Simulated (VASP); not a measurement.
Set up this calculation in VASP 6.6.1, as the native input.

| Item | Value |
| --- | --- |
| Task | single point |
| Functional | r2SCAN |
| Potentials or basis | VASP PAW PBE potentials, release 64 (Mn_pv, O) |
| Cutoff | 520 eV |
| k mesh | 7 × 7 × 7 |
| Occupations | fermi-dirac, width 0.05 eV |
| Spin | collinear spin, ferromagnetic start |
| Starting moments | [4.0, 0.0] μB |
| Hubbard terms | Mn d U = 2 eV |
| Further INCAR settings | ALGO = Normal; EDIFF = 1e-06 |

The structure of MnO lies in POSCAR:

```
MnO
1.0
    0.0000000000      2.2220003300      2.2220003300
    2.2220003300      0.0000000000      2.2220003300
    2.2220003300      2.2220003300      0.0000000000
Mn O
1 1
Direct
    0.0000000000      0.0000000000      0.0000000000
    0.5000000000      0.5000000000      0.5000000000
```

The input as run:

INCAR

```
SYSTEM = MnO
PREC = Accurate
ENCUT = 520
EDIFF = 1E-6
ISMEAR = -1
SIGMA = 0.05
LREAL = .False.
LASPH = .True.
NELM = 150
ALGO = Normal
ISIF = 2
LWAVE = .False.
LCHARG = .False.
ISPIN = 2
MAGMOM = 4 0
LORBIT = 11
LMAXMIX = 4
LDAU = .True.
LDAUTYPE = 2
LDAUL = 2 -1
LDAUU = 2 0
LDAUJ = 0 0
LDAUPRINT = 1
METAGGA = R2SCAN
LMIXTAU = .True.
```

KPOINTS

```
regular mesh
0
Gamma
  7 7 7
  0 0 0
```

Potentials or basis: VASP PAW PBE potentials, release 64 (Mn_pv, O).

Launch:

```sh
$ cat potpaw_PBE.64/Mn_pv/POTCAR potpaw_PBE.64/O/POTCAR > POTCAR
$ mpirun -np 1 vasp_std > vasp.out
```

Results of the run:

The pressure is 2.4 GPa, the band gap on the k mesh is 0.52 eV, indirect (least direct gap 3.19 eV) and the net moment is 5.00 μB per cell. The site moments are Mn +4.61; O +0.19 μB and the valence electrons inside the program's atomic spheres are Mn 11.34; O 5.04.

Caveat: the PAW data sets were made with another functional, which shifts forces and pressure a little; an odd mesh through Γ misses points on the zone boundary, where band edges often lie; a cell with one magnetic atom can't hold antiferromagnetic order, which such compounds often take.

Wall time 110 s on 1 thread of AMD EPYC 7R43 64-Core Processor (Zen 3), with other jobs on the host, peak memory 0.11 GiB.
